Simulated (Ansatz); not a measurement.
## SnS$_{2}$: do energies and stresses tell the same story?

Computed with DFT PBE+D3(BJ), scalar-relativistic, plane waves, PAW in Ansatz 0.2.0.

Plane waves to 420 eV, a k mesh through Γ of 9×9×6 on the computed 3-atom cell and Gaussian smearing (0.02 eV); no spin polarisation.

Relaxed cell: P-3m1, a = 3.669 Å, b = 3.669 Å, c = 5.810 Å, α = 90.00°, β = 90.00°, γ = 120.00°, 3 atoms in the primitive cell.

Energies at zero smearing and pressures from the stress tensor, at volumes with shape and atoms relaxed:
```csv
V (Å³/atom),E − E(first) (meV/atom),P (GPa)
19.863,0.00,6.15
20.540,-21.22,3.91
21.217,-34.13,2.19
21.895,-40.70,0.88
22.572,-42.57,0.02
23.249,-41.08,-0.65
23.926,-37.34,-1.08
24.829,-30.34,-1.37
```

Task: Check P = −dE/dV between neighbouring volumes, and get the bulk modulus from the pressures alone.

Result: With 1 eV/Å³ = 160.2 GPa:
| middle V (Å³/atom) | −ΔE/ΔV (GPa) | mean P (GPa) |
| --- | --- | --- |
| 20.202 | 5.021 | 5.029 |
| 20.879 | 3.054 | 3.049 |
| 21.556 | 1.555 | 1.535 |
| 22.233 | 0.443 | 0.454 |
| 22.910 | -0.353 | -0.314 |
| 23.587 | -0.884 | -0.867 |
| 24.377 | -1.242 | -1.224 |

The two differ by 0.04 GPa at most. The mean of two end pressures misses the average over a step by about ΔV² P″/12, up to 0.05 GPa here; with that taken off 0.05 GPa remains, from the finite cutoff, the mesh or the relaxation's tolerance. Around V = 22.572 Å³/atom, the two neighbours give B = −V ΔP/ΔV = 22.572 × 1.54 / 1.354 = 25.6 GPa, against B0 = 25.9 GPa from the Birch–Murnaghan fit of the energies, which describes these points poorly (B0' = 10.8).

Energies and stresses tell the same story: the pressure follows the slope of the energy curve from compression through to tension. The small differences change sign along the series, which argues against a large constant Pulay offset in the stress.

The curve itself is strongly asymmetric, stiffening quickly on compression and flattening steadily on expansion. This probably reflects the layered structure, in which strong Sn–S bonds hold each sheet together while weak forces act across the gap. Closing the gap brings sulfur shells into steep Pauli repulsion, whereas opening it meets only a fading attraction; the distance dependence of the D3 term may also shape that soft side. Such a changing resistance would explain the large B0' and the poor Birch–Murnaghan fit. The close match between 25.6 and 25.9 GPa therefore supports the stiffness near equilibrium, but not the fitted pressure derivative or an extrapolation to higher pressure. Since both routes differentiate the same energy functional, their agreement says nothing about how accurately it describes the interlayer binding.
